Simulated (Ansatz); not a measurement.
AlAs (started from an entry of an open crystallographic database) at its r2SCAN geometry, run in the plane-wave code Ansatz at 4 levels of theory. No magnetic order and no zero-point or thermal motion.

The LDA input:
```yaml
crystal:
  lattice:
    - [0.0, 2.8389251756, 2.8389251756]
    - [2.8389251756, 0.0, 2.8389251756]
    - [2.8389251756, 2.8389251756, 0.0]
  atoms:
    - { symbol: Al, position: [0.0, 0.0, 0.0] }
    - { symbol: As, position: [0.25, 0.25, 0.25] }
kpoints:
  mp_grid: { grid: [8, 8, 8] }
  band_path:
    path:
      - [0.0, 0.0, 0.0]
      - [-0.5, -0.5, 0.0]
      - [-0.375, -0.375, 0.25]
      - [-0.375, 0.0, 0.375]
      - [0.0, 0.0, 0.5]
      - [-0.5, -0.25, 0.25]
    npoints: 1
hamiltonian:
  xc: lda
scf:
  occupations: { method: fixed }
  n_extra_bands: 4
output:
  forces: true
  stress: true
  eigenvalues: true
```

Main results, then, where recorded, the levels near the gap in eV from the Fermi energy (columns number the bands from 0), one row a point of the path (Γ, X, U, K, L, W):
```
Crystal: 2 atoms, lattice volume = 45.761 Å³
Symmetry: 24 space group operations
Space group: F-43m (ITA 216)
```
```
Basis set: ecut = 420 eV, 893 PW (Γ)
k-points: 29 of 512 (time reversal used)
SCF 1 converged in 6 iterations: F = -5287.483047 eV  dr2 = 5.93e-9
Free energy (F): -5287.483047 eV
Fermi energy:    6.023240 eV
--- Stress (GPa, compression-positive) ---
       -1.850454       0.000000       0.000000
        0.000000      -1.850454       0.000000
        0.000000       0.000000      -1.850454
  P = ⅓ Tr σ = -1.8505 GPa (-18.505 kbar)
```
```tsv
band_6	band_7	band_8	band_9	band_10	band_11
0.000	0.000	0.000	1.778	4.251	4.251
-5.404	-2.146	-2.146	1.365	2.209	10.123
-5.150	-3.388	-1.779	2.159	4.878	8.068
-5.150	-3.388	-1.779	2.159	4.878	8.068
-5.543	-0.813	-0.813	1.983	4.646	4.646
-5.065	-3.155	-2.799	4.249	5.522	5.589
```

LDA gives an indirect gap of 1.37 eV, from Γ to X; the least direct gap is 1.78 eV at Γ.

Problem. Another run on the same cell gave
```
Basis set: ecut = 420 eV, 893 PW (Γ)
k-points: 29 of 512 (time reversal used)
SCF 1 converged in 7 iterations: F = -5394.735618 eV  dr2 = 6.20e-10
Free energy (F): -5394.735618 eV
Fermi energy:    6.365910 eV
--- Stress (GPa, compression-positive) ---
        1.891819       0.000000       0.000000
        0.000000       1.891819       0.000000
        0.000000       0.000000       1.891819
  P = ⅓ Tr σ = 1.8918 GPa (18.918 kbar)
```
```tsv
band_12	band_13	band_14	band_15	band_16	band_17	band_18	band_19	band_20	band_21	band_22	band_23
-0.298	-0.298	0.000	0.000	0.000	0.000	1.887	1.887	4.169	4.169	4.201	4.201
-5.487	-5.487	-2.307	-2.307	-2.182	-2.182	1.363	1.363	2.206	2.206	10.085	10.085
-5.264	-5.205	-3.511	-3.423	-1.877	-1.874	2.149	2.158	4.833	4.889	8.027	8.029
-5.264	-5.205	-3.511	-3.423	-1.877	-1.874	2.149	2.158	4.833	4.889	8.027	8.029
-5.618	-5.618	-1.001	-1.001	-0.828	-0.828	2.018	2.018	4.579	4.579	4.597	4.597
-5.187	-5.116	-3.303	-3.176	-2.878	-2.873	4.224	4.226	5.451	5.563	5.579	5.592
```
Which level of theory and mesh gave it?

Solution. It is PBE+SOC, on 8×8×8; the blocks that differ from the first input, but for the band path:
```yaml
hamiltonian:
  xc: pbe
scf:
  occupations: { method: fixed }
  n_extra_bands: 8
magnetization:
  noncollinear: true
  spin_orbit: true
```
With PBE+SOC the valence top lies at Γ and the conduction bottom at X, 1.36 eV higher; the smallest vertical gap, at Γ, is 1.89 eV. The mean pressure is +1.89 GPa (compression positive), so PBE+SOC would enlarge the cell's volume.

r2SCAN. Against the first input these blocks differ (the band path and keys that only write files left aside):
```yaml
hamiltonian:
  xc: r2scan
```

```
Basis set: ecut = 500 eV, 1211 PW (Γ)
k-points: 29 of 512 (time reversal used)
SCF 1 converged in 6 iterations: F = -5406.243462 eV  dr2 = 3.42e-9
Free energy (F): -5406.243462 eV
Fermi energy:    6.058259 eV
--- Stress (GPa, compression-positive) ---
        0.002779       0.000000       0.000000
        0.000000       0.002779       0.000000
        0.000000       0.000000       0.002779
  P = ⅓ Tr σ = 0.0028 GPa (0.028 kbar)
```
```tsv
band_6	band_7	band_8	band_9	band_10	band_11
0.000	0.000	0.000	2.631	4.707	4.707
-5.502	-2.222	-2.222	1.815	2.692	11.122
-5.233	-3.459	-1.840	2.638	5.427	8.781
-5.233	-3.459	-1.840	2.638	5.427	8.781
-5.652	-0.845	-0.845	2.621	5.110	5.110
-5.142	-3.230	-2.847	4.722	6.136	6.278
```

r2SCAN gives an indirect gap of 1.81 eV, from Γ to X; the least direct gap is 2.63 eV at Γ. The mean stress is close to zero (0.00 GPa).

r2SCANh. Against the first input these blocks differ (the band path and keys that only write files left aside):
```yaml
kpoints:
  mp_grid: { grid: [6, 6, 6] }
hamiltonian:
  xc: r2scanh
```

```
Basis set: ecut = 500 eV, 1211 PW (Γ)
k-points: 16 of 216 (time reversal used)
SCF 1 stopped early in 3 iterations: F = -5406.235355 eV  dr2 = 1.37e-4
SCF 2 stopped early in 5 iterations: F = -5405.856762 eV  dr2 = 1.34e-7
hybrid outer 1: dexx = +1.941e-4 eV, tail = 8.86e-7 eV
SCF 3 converged in 2 iterations: F = -5405.856770 eV  dr2 = 4.82e-9
hybrid outer 2: dexx = +1.388e-8 eV, tail = 1.06e-8 eV, Δε = 8.19e-4 eV
Free energy (F): -5405.856770 eV
Fermi energy:    5.792158 eV
--- Stress (GPa, compression-positive) ---
       -0.369836       0.000000       0.000000
        0.000000      -0.369836       0.000000
        0.000000       0.000000      -0.369836
  P = ⅓ Tr σ = -0.3698 GPa (-3.698 kbar)
```
```tsv
band_6	band_7	band_8	band_9	band_10	band_11
0.000	0.000	0.000	3.114	5.248	5.248
-5.738	-2.313	-2.313	2.264	3.163	11.789
-5.456	-3.603	-1.914	3.108	5.971	9.411
-5.456	-3.603	-1.914	3.108	5.971	9.411
-5.895	-0.879	-0.879	3.101	5.652	5.652
-5.360	-3.365	-2.960	5.238	6.727	6.856
```

r2SCANh gives an indirect gap of 2.26 eV, from Γ to X; the least direct gap is 3.11 eV at Γ. The mean stress, -0.4 GPa, is small, and the program warns that its thresholds are loose for a hybrid's stress.

Small level splittings and stresses of the hybrids carry the error of their coarser meshes.

Totals of different functionals, or with and without spin-orbit coupling, can't be compared.

Only the levels marked +SOC include spin-orbit coupling.

The meshes of the hybrids are coarse, so their gaps aren't converged to the digits shown.
